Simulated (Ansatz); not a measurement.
## BaS: two-dimensional strain map

Level of theory: Ansatz 0.2.0, DFT r2SCAN, scalar-relativistic, plane waves, PAW. Cutoff 500 eV, Γ-centred 6×6×6 k-points, Gaussian smearing of 0.05 eV. No spin polarisation. Energies are free energies at this smearing, counted from the undisturbed cell; pressure is positive in compression.

The undisturbed cell (as given, not relaxed at this level; it stands at 0.8 GPa):

```xyz
2
Lattice="0.0000 3.1938 3.1938 3.1938 0.0000 3.1938 3.1938 3.1938 0.0000" Properties=species:S:1:pos:R:3 pbc="T T T"
Ba    0.0000    0.0000    0.0000
S     3.1938    3.1938    3.1938
```

The cell is strained by p along both x and y and by q along z, fractional coordinates fixed. Points are written (p, q).

Energy above the undisturbed cell in meV/atom (a dash: not computed):

```
 p \ q  -0.080  -0.040  0.000  0.040  0.080
-0.080       ?   300.5  250.3      ?  246.8
-0.040   197.0       –   60.8      –   76.8
 0.000   112.1       ?    0.0    8.1   37.0
 0.040   109.1       –   21.7      –   80.5
 0.080       ?    97.3   94.1  125.1  175.2
```

Question: Fill in the withheld energies.

Answer: (-0.080, -0.080): 409.4; (-0.080, 0.040): 237.3; (0.000, -0.040): 27.3; (0.080, -0.080): 157.0.